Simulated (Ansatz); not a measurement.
`BCC(N)F` + `OCCO` → `BOCCO` + `CC(N)F`  (ligand exchange at a B–C bond)

Program: Ansatz. Geometries: PBE0-D4/def2-TZVP. ΔE: electronic, gas phase. CCSD(T)/CBS adds triple-zeta CCSD(T) − MP2 to the extrapolated MP2 energy (def2 sets, frozen cores). This one scheme is used for every species. Functionals use def2-TZVPP. Each species was taken in one conformer, which may not be the lowest.

`BCC(N)F`:

Cartesian coordinates in Å:
```
B 0.997 -0.361 -1.622
C -0.029 -0.565 -0.475
C -0.161 0.564 0.516
N -1.171 0.340 1.472
F 1.111 0.720 1.126
H 1.368 -1.298 -2.268
H 1.376 0.734 -1.924
H -0.995 -0.691 -0.995
H 0.124 -1.513 0.054
H -0.346 1.518 0.013
H -1.230 1.089 2.148
H -1.043 -0.539 1.957
```

`OCCO`:

```xyz
10

O    -1.679    0.112   -0.260
C    -0.570    0.340    0.571
C     0.614   -0.499    0.149
O     0.950   -0.250   -1.206
H    -1.338    0.068   -1.161
H    -0.285    1.405    0.565
H    -0.864    0.087    1.593
H     0.352   -1.559    0.198
H     1.469   -0.325    0.816
H     1.350    0.622   -1.265
```

`BOCCO`:

Z-matrix (Å, degrees):
```
C
O 1 1.415
C 1 1.517 2 109.7
H 1 1.093 2 108.2 3 119.5
H 1 1.097 2 110.2 3 -121.9
B 2 1.340 1 122.2 3 109.4
O 3 1.407 1 111.5 2 175.1
H 3 1.092 1 109.4 2 57.2
H 3 1.099 1 109.6 2 -60.4
H 6 1.204 2 120.1 1 1.7
H 6 1.196 2 117.0 1 -178.4
H 7 0.960 3 108.8 1 69.8
```

`CC(N)F`:

Z-matrix (Å, degrees):
```
C
C 1 1.506
H 1 1.093 2 110.0
H 1 1.090 2 110.1 3 -119.9
H 1 1.090 2 110.3 3 119.5
N 2 1.409 1 112.2 3 57.8
F 2 1.415 1 107.3 3 -65.5
H 2 1.094 1 111.6 3 -179.6
H 6 1.011 2 112.2 1 -179.3
H 6 1.012 2 111.8 1 -56.1
```

```
             level  ΔE (kJ/mol)
              PBE0       -137.4
CCSD(T)/def2-TZVPP       -142.2
```

(1) What does CCSD(T)/CBS give? (Estimate.)

Largest T1 diagnostic among the species: 0.013.

Results:

(1) Computed: -140.8 kJ/mol. The listed levels differ from it by 3.4, -1.4 kJ/mol.

In def2-TZVPP, CCSD(T) changes the Hartree–Fock value by +4.7 kJ/mol (the triples alone add −0.6 kJ/mol) and MP2 by +4.4 kJ/mol.

CCSD(T)/CBS has its own doubt, a few kJ/mol and more with outer-core shells, so smaller differences from it don't rank the levels.
